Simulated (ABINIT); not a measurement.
# Si2W (I4/mmm) in ABINIT: further runs, part 2 of 2

ABINIT 10.8.3 (patched build). The steps go on from the part before.

## (3) Band structure, SOGGA

Input file run.abi:

```
ndtset 2

pp_dirpath "./"
pseudos "W.GGA_PBE-JTH.xml, Si.GGA_PBE-JTH.xml"

acell 3*1.0
rprim
    -3.0366009097     3.0366009097     7.3981832916
     3.0366009097    -3.0366009097     7.3981832916
     3.0366009097     3.0366009097    -7.3981832916
ntypat 2
znucl 74 14
natom 3
typat 1 2 2
xcart
     0.0000000000     0.0000000000     0.0000000000
     0.0000000000     0.0000000000     5.2092324700
     0.0000000000     0.0000000000     2.6206675300 Angstrom

ecut 16.0
pawecutdg 32.0

ixc -150130

occopt 3
tsmear 0.00183747

nstep 100

iomode 3
prtwf 0
prteig 0
prtebands 0
enunit 1
prtden1 1

kptopt1 1
ngkpt1 12 12 12
nshiftk1 1
shiftk1 0.0 0.0 0.0
nband1 15
tolvrs1 1.0e-9

iscf2 -2
getden2 1
nband2 21
nbdbuf2 4
tolwfr2 1.0e-11
kptopt2 -10
ndivsm2 5
prteig2 1
kptbounds2
     0.0000000000     0.0000000000     0.0000000000
     0.0000000000     0.0000000000     0.5000000000
    -0.0842355210     0.0842355210     0.5000000000
    -0.2921177605     0.2921177605     0.2921177605
     0.0000000000     0.0000000000     0.0000000000
     0.5000000000     0.5000000000    -0.5000000000
     0.2921177605     0.7078822395    -0.2921177605
     0.0000000000     0.5000000000     0.0000000000
     0.2500000000     0.2500000000     0.2500000000
     0.5000000000     0.5000000000    -0.0842355210
     0.5000000000     0.5000000000    -0.5000000000
```

Potentials or basis: JTH PAW PBE v2.0.

Started as:

```
$ abinit run.abi > log 2>&1
```

run.abo:

```text
.Version 10.8.3 of ABINIT
 DATASET    1 : space group I4/m m m (#139); Bravais tI (body-center tetrag.)
================================================================================
 Values of the parameters that define the memory need for DATASET  1.
     intxc =       0    ionmov =       0      iscf =      17    lmnmax =      18
     lnmax =       6     mgfft =      32  mpssoang =       3    mqgrid =    3001
     natom =       3  nloc_mem =       2    nspden =       1   nspinor =       1
    nsppol =       1      nsym =      16    n1xccc =       1    ntypat =       2
    occopt =       3   xclevel =       2
       mpw =         849          nfft =       32768          nkpt =         163
 PAW method is used; the additional fine FFT grid is defined by:
   mgfftf=        45    nfftf =     91125
================================================================================
================================================================================

 DATASET    2 : space group I4/m m m (#139); Bravais tI (body-center tetrag.)
================================================================================
 Values of the parameters that define the memory need for DATASET  2.
     intxc =       0    ionmov =       0      iscf =      -2    lmnmax =      18
     lnmax =       6     mgfft =      32  mpssoang =       3    mqgrid =    3001
     natom =       3  nloc_mem =       2    nspden =       1   nspinor =       1
    nsppol =       1      nsym =      16    n1xccc =       1    ntypat =       2
    occopt =       3   xclevel =       2
       mpw =         857          nfft =       32768          nkpt =         177
 PAW method is used; the additional fine FFT grid is defined by:
   mgfftf=        45    nfftf =     91125
================================================================================
================================================================================

--------------------------------------------------------------------------------
------------- Echo of variables that govern the present computation ------------
--------------------------------------------------------------------------------
 -outvars: echo values of preprocessed input variables --------
            acell      1.0000000000E+00  1.0000000000E+00  1.0000000000E+00 Bohr
              amu      1.83850000E+02  2.80855000E+01
             ecut      1.60000000E+01 Hartree
           enunit           1
           getden1          0
           getden2          1
             iscf1         17
             iscf2         -2
                       outvar_i_n : Printing only first  50 k-points.
              ixc     -150130
           jdtset        1    2
                       outvar_i_n : Printing only first  50 k-points.
           kptopt1          1
           kptopt2        -10
         kptrlatt       12    0    0      0   12    0      0    0   12
          kptrlen1     7.28784218E+01
          kptrlen2     3.00000000E+01
            natom           3
            nband1         15
            nband2         21
           nbdbuf1          0
           nbdbuf2          4
           ndtset           2
           ndivsm1          0
           ndivsm2          5
            ngfft          32      32      32
          ngfftdg          45      45      45
             nkpt1        163
             nkpt2        177
            nstep         100
             nsym          16
           ntypat           2
                       prtocc : prtvol=0, do not print more k-points.
           occopt           3
        pawecutdg      3.20000000E+01 Hartree
         pawxcdev           0
        prtebands           0
           prteig1          0
[... 1692 lines left out ...]
  7.1749E-01  7.3868E-01  7.5157E-01

--- !ResultsGS
iteration_state: {dtset: 2, }
comment   : Summary of ground state results
lattice_vectors:
- [ -3.0366009,   3.0366009,   7.3981833, ]
- [  3.0366009,  -3.0366009,   7.3981833, ]
- [  3.0366009,   3.0366009,  -7.3981833, ]
lattice_lengths: [   8.55424,    8.55424,    8.55424, ]
lattice_angles: [138.415, 138.415,  60.268, ] # degrees, (23, 13, 12)
lattice_volume:   2.7287297E+02
convergence: {deltae:  0.000E+00, res2:  0.000E+00, residm:  1.000E-11, diffor:  0.000E+00, }
etotal    :  -7.70399066E+01
entropy   :   0.00000000E+00
fermie    :   3.94775333E-01
cartesian_stress_tensor: null
pressure_GPa: null
xred      :
- [  0.0000E+00,   0.0000E+00,   0.0000E+00,  W]
- [  6.6530E-01,   6.6530E-01,   0.0000E+00, Si]
- [  3.3470E-01,   3.3470E-01,   0.0000E+00, Si]
cartesian_forces: null
force_length_stats: {min: null, max: null, mean: null, }
...

 Integrated electronic density in atomic spheres:
 ------------------------------------------------
 Atom  Sphere_radius  Integrated_density
    1        2.41189         11.85993506
    2        1.90945          1.54283243
    3        1.90945          1.54283243

================================================================================

 ----iterations are completed or convergence reached----

 Mean square residual over all n,k,spin=   67.454E-13; max=  99.995E-13
 reduced coordinates (array xred) for    3 atoms
       0.000000000000      0.000000000000      0.000000000000
       0.665300000112      0.665300000112      0.000000000000
       0.334699999888      0.334699999888      0.000000000000

 cartesian coordinates (angstrom) at end:
    1      0.00000000000000     0.00000000000000     0.00000000000000
    2     -0.00000000000000     0.00000000000000     5.20923246734212
    3      0.00000000000000    -0.00000000000000     2.62066752734212
 length scales=  1.000000000000  1.000000000000  1.000000000000 bohr
              =  0.529177210544  0.529177210544  0.529177210544 angstroms
 Eigenvalues (   eV  ) for nkpt= 177  k points:
 kpt#   1, nband= 21, wtk=  1.00000, kpt=  0.0000  0.0000  0.0000 (reduced coord)
 -63.09709  -27.35082  -27.33377  -27.33377   -3.39243    3.81726    6.99011    7.32871
   7.87510    7.87510   11.35278   13.51902   13.57920   13.81609   13.81609   15.34642
  16.46230   16.46230   19.30591   24.76101   25.23292
 kpt#   2, nband= 21, wtk=  1.00000, kpt=  0.0000  0.0000  0.0167 (reduced coord)
 -63.09704  -27.35070  -27.33436  -27.33429   -3.38333    3.82564    6.94512    7.33071
   7.84927    7.92201   11.30081   13.50281   13.61042   13.82311   13.82644   15.34800
  16.46933   16.49199   19.35683   24.37928   25.07177
 kpt#   3, nband= 21, wtk=  1.00000, kpt=  0.0000  0.0000  0.0333 (reduced coord)
 -63.09692  -27.35035  -27.33611  -27.33583   -3.35608    3.85066    6.83222    7.33674
   7.77388    8.04012   11.15173   13.45749   13.70099   13.84393   13.85539   15.35059
  16.49146   16.57787   19.50663   23.75239   24.87712
 kpt#   4, nband= 21, wtk=  1.00000, kpt=  0.0000  0.0000  0.0500 (reduced coord)
 -63.09671  -27.34976  -27.33901  -27.33841   -3.31077    3.89200    6.68609    7.34690
   7.65454    8.19315   10.92261   13.39175   13.84205   13.87784   13.89832   15.34902
  16.53196   16.71147   19.74676   23.08456   24.67540
 kpt#   5, nband= 21, wtk=  1.00000, kpt=  0.0000  0.0000  0.0667 (reduced coord)
[... 677 lines left out ...]
   9.79961    9.94969   10.13054   10.20521   11.65925   15.42421   15.89708   16.85191
  17.72753   19.47447   19.69905   19.89362   20.73965
 kpt# 175, nband= 21, wtk=  1.00000, kpt=  0.5000  0.5000 -0.4667 (reduced coord)
 -63.09662  -27.36689  -27.33707  -27.33690   -1.08110   -0.31550    6.76390    8.00616
   9.84171    9.91093   10.18512   10.21847   11.59045   15.33399   15.75954   16.82728
  18.08149   19.60360   19.94763   19.97093   20.21085
 kpt# 176, nband= 21, wtk=  1.00000, kpt=  0.5000  0.5000 -0.4834 (reduced coord)
 -63.09677  -27.36754  -27.33542  -27.33528   -1.09839   -0.34611    6.79263    8.09898
   9.86911    9.88687   10.21852   10.22690   11.54304   15.27920   15.67585   16.81363
  18.43327   19.54417   19.75393   20.05444   20.31430
 kpt# 177, nband= 21, wtk=  1.00000, kpt=  0.5000  0.5000 -0.5000 (reduced coord)
 -63.09687  -27.36782  -27.33494  -27.33494   -1.10417   -0.35634    6.80234    8.13076
   9.87870    9.87870   10.22978   10.22978   11.52600   15.26082   15.64778   16.80930
  18.62799   19.52402   19.52402   20.10041   20.45118

== END DATASET(S) ==============================================================
================================================================================

 -outvars: echo values of variables after computation  --------
            acell      1.0000000000E+00  1.0000000000E+00  1.0000000000E+00 Bohr
           etotal1    -7.7039906617E+01
            fcart1     4.9348377422E-20 -9.5211912242E-20  7.2280144832E-20
                       2.4435962871E-19 -1.1704109545E-19  1.1446558521E-03
                      -2.9370800614E-19  2.1225300769E-19 -1.1446558521E-03
            rprim     -3.0366009097E+00  3.0366009097E+00  7.3981832916E+00
                       3.0366009097E+00 -3.0366009097E+00  7.3981832916E+00
                       3.0366009097E+00  3.0366009097E+00 -7.3981832916E+00
           strten1     1.4994400549E-04  1.4994400549E-04  1.0844939334E-04
                       0.0000000000E+00  0.0000000000E+00  0.0000000000E+00
           xangst      0.0000000000E+00  0.0000000000E+00  0.0000000000E+00
                      -2.8656135402E-17  2.8656135402E-17  5.2092324673E+00
                       3.5605960594E-19 -3.5605960594E-19  2.6206675273E+00
             xred      0.0000000000E+00  0.0000000000E+00  0.0000000000E+00
                       6.6530000011E-01  6.6530000011E-01  0.0000000000E+00
                       3.3469999989E-01  3.3469999989E-01  0.0000000000E+00
 Calculation completed.
```

Run time: 6.4 min. Hardware: 1 thread of Arm Neoverse V1, shared host; peak memory 0.18 GiB.

What came out:

```yaml
Free_energy: -2096.3627 eV
Pressure: -4.0 GPa
Largest_force: 0.059 eV/Å
Band_gap_on_the_k_mesh: none (metal or under the smearing width)
Valence_electrons_inside_the_program's_atomic_spheres: W 11.86; Si 1.54
```

Forces on the atoms (eV/Å):
```
W    0.000  0.000  0.000
Si   0.000  0.000  0.059
Si   0.000  0.000 -0.059
```

Stress tensor (GPa, compression positive):
```
-4.41  0.00  0.00
 0.00 -4.41  0.00
 0.00  0.00 -3.19
```

Levels at the corners of the path, in eV from the Fermi level:
```
point  band 7  band 8  band 9  band 10  band 11  band 12  band 13  band 14  band 15  band 16
    Γ   -3.75   -3.41   -2.87    -2.87     0.61     2.78     2.84     3.07     3.07     4.60
    X   -6.09   -5.48   -5.05    -3.29    -1.83     2.82     2.95     3.12     3.90     4.28
    Y   -5.98   -5.18   -4.09    -3.15    -2.38     1.97     2.10     3.03     5.16     5.32
    S   -7.85   -3.11   -2.73    -2.51    -0.33     1.76     2.48     3.56     4.42     4.50
    Γ   -3.75   -3.41   -2.87    -2.87     0.61     2.78     2.84     3.07     3.07     4.60
    Z   -3.94   -2.61   -0.86    -0.86    -0.51    -0.51     0.78     4.52     4.91     6.07
   S1   -7.85   -3.11   -2.73    -2.51    -0.33     1.76     2.48     3.56     4.42     4.50
    N   -5.81   -4.92   -2.82    -2.81    -0.45     2.68     2.80     3.93     4.43     5.08
    P   -6.66   -6.66   -3.04    -2.48    -2.48     0.09     2.95     3.59     4.07     4.07
   Y1   -5.98   -5.18   -4.09    -3.15    -2.38     1.97     2.10     3.03     5.16     5.32
    Z   -3.94   -2.61   -0.86    -0.86    -0.51    -0.51     0.78     4.52     4.91     6.07
```

Caveat: the PAW data sets were made with another functional, which shifts forces and pressure a little; spin-orbit coupling is left out, which moves the levels of the heavy elements.

## (4) Band structure, AM05

run.abi: that of step 3 with these lines changed.

```diff
@@ -14,14 +14,14 @@
 typat 1 2 2
-xcart
+xred
      0.0000000000     0.0000000000     0.0000000000
-     0.0000000000     0.0000000000     5.2092324700
-     0.0000000000     0.0000000000     2.6206675300 Angstrom
+     0.6653000000     0.6653000000     0.0000000000
+     0.3347000000     0.3347000000     0.0000000000
 
-ecut 16.0
+ecut 435.382180 eV
 pawecutdg 32.0
 
-ixc -150130
+ixc -120135
 
 occopt 3
-tsmear 0.00183747
+tsmear 0.05 eV
 
@@ -35,2 +35,5 @@
 prtden1 1
+prtvha1 1
+prtvclmb1 1
+prtpot1 1
 
@@ -49,4 +52,5 @@
 kptopt2 -10
-ndivsm2 5
+ndivsm2 6
 prteig2 1
+prtvol2 -3
 kptbounds2
```

Started as:

```
$ abinit run.abi > log 2>&1
```

Wall time 7.9 min (1 thread of Arm Neoverse V1, shared host); peak memory 0.19 GiB.

Results (log left out):

* Free energy: -2097.7428 eV
* Pressure: -3.9 GPa
* Largest force: 0.053 eV/Å
* Band gap on the k mesh: none (metal or under the smearing width)
* Valence electrons inside the program's atomic spheres: W 11.87; Si 1.54

Forces on the atoms (eV/Å):
```
W    0.000  0.000  0.000
Si   0.000  0.000  0.053
Si   0.000  0.000 -0.053
```

Stress tensor (GPa, compression positive):
```
-4.22  0.00  0.00
 0.00 -4.22  0.00
 0.00  0.00 -3.14
```

Levels at the corners of the path, in eV from the Fermi level:
```tsv
point	band 9	band 10	band 11	band 12	band 13	band 14
Γ	-2.86	-2.86	0.60	2.79	2.87	3.09
X	-5.04	-3.28	-1.81	2.83	2.93	3.10
Y	-4.08	-3.14	-2.36	1.98	2.09	3.02
S	-2.72	-2.50	-0.33	1.76	2.49	3.56
Γ	-2.86	-2.86	0.60	2.79	2.87	3.09
Z	-0.85	-0.85	-0.52	-0.52	0.77	4.53
S1	-2.72	-2.50	-0.33	1.76	2.49	3.56
N	-2.82	-2.80	-0.45	2.66	2.81	3.95
P	-3.03	-2.47	-2.47	0.10	2.93	3.59
Y1	-4.08	-3.14	-2.36	1.98	2.09	3.02
Z	-0.85	-0.85	-0.52	-0.52	0.77	4.53
```

Caveat: the PAW data sets were made with another functional, which shifts forces and pressure a little; spin-orbit coupling is left out, which moves the levels of the heavy elements.

## (5) The runs side by side

| level | gap on the mesh (eV) | pressure (GPa) | largest force (eV/Å) |
| --- | --- | --- | --- |
| PBE | none | 3.0 | 0.08 |
| SOGGA | none | -4.0 | 0.06 |
| AM05 | none | -3.9 | 0.05 |

Alike in all rows: task band structure; potentials or basis JTH PAW PBE v2.0; no spin polarisation; cell as given; k mesh 12 × 12 × 12; cutoff (eV) 435; smearing fermi-dirac 0.05 eV.

Every run on the cell as given and a fine mesh finds a metal. The pressure there spans -4.0 GPa (SOGGA) to 3.0 GPa (PBE); a positive pressure means that this level wants a larger cell, a negative one a smaller.

Caveats: spin-orbit coupling is left out, which moves the levels of the heavy elements; the PAW data sets were made with another functional, which shifts forces and pressure a little (some runs).

Absolute energies hang on the potentials; compare differences alone.
